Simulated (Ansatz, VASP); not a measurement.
## One calculation of Ag, two programs

File POSCAR:

```
Ag
1.0
   -1.6666189156      1.6666189156      1.6666189156
    1.6666189156     -1.6666189156      1.6666189156
    1.6666189156      1.6666189156     -1.6666189156
Ag
1
Direct
    0.0000000000      0.0000000000      0.0000000000
```

File INCAR.step1:

```
SYSTEM = Ag
ALGO = Normal ; EDIFF = 1E-4
ENCUT = 520 ; GGA = PE
ISMEAR = -1 ; LASPH = .TRUE.
LCHARG = .FALSE. ; LREAL = .FALSE.
LWAVE = .TRUE. ; NBANDS = 12
NELM = 80 ; PREC = Accurate
SIGMA = 0.05
```

Contents of INCAR.step2:

```
SYSTEM = Ag
ALGO = Normal ; EDIFF = 1E-6
ENCUT = 520 ; ISIF = 2
ISMEAR = -1 ; ISTART = 1
LASPH = .TRUE. ; LCHARG = .FALSE.
LMIXTAU = .TRUE. ; LREAL = .FALSE.
LWAVE = .FALSE. ; METAGGA = R2SCAN
NBANDS = 12 ; NELM = 80
PREC = Accurate ; SIGMA = 0.05
```

File KPOINTS:

```
k-points
0
G
  11 11 11
  0 0 0
```

The input input.yaml:

```yaml
crystal:
  lattice:
    - [-1.6666189156, 1.6666189156, 1.6666189156]
    - [1.6666189156, -1.6666189156, 1.6666189156]
    - [1.6666189156, 1.6666189156, -1.6666189156]
  atoms:
    - { symbol: Ag, position: [0.0, 0.0, 0.0] }
hamiltonian:
  xc: r2scan
  pseudopotentials: { kind: paw }
kpoints:
  mp_grid: { grid: [11, 11, 11] }
scf:
  occupations: { method: fermi_dirac, width: 0.05 }
output:
  forces: true
  stress: true
  eigenvalues: true
```

This isn't the form of Ag at room conditions, which is fcc.

Alike in both runs: task single point; functional r2SCAN; k mesh 11 × 11 × 11; occupations fermi-dirac, width 0.05 eV; no spin polarisation.

|  | VASP | Ansatz |
| --- | --- | --- |
| version | VASP 6.6.1 | Ansatz 0.2.0 |
| potentials or method | VASP PAW PBE potentials, release 64 (Ag) | Ansatz PAW |
| plane-wave cutoff (eV) | 520 | 500 |
| valence electrons in the cell | 11 | 19 |

|  | VASP | Ansatz | Ansatz less VASP |
| --- | --- | --- | --- |
| gap on the k mesh at the Fermi level (eV) | none | none | - |
| pressure (GPa) | -5.2 | -5.2 | -0.07 |

A gap of «none» marks a metal or a gap that the smearing closes. The two sets of potentials don't hold the same shells in valence.

Caveats: the PAW data sets were made with another functional, which shifts forces and pressure a little (VASP); the PAW data sets come from PBE, with cores solved anew for the run's functional, which leaves a small shift of forces and pressure (Ansatz).
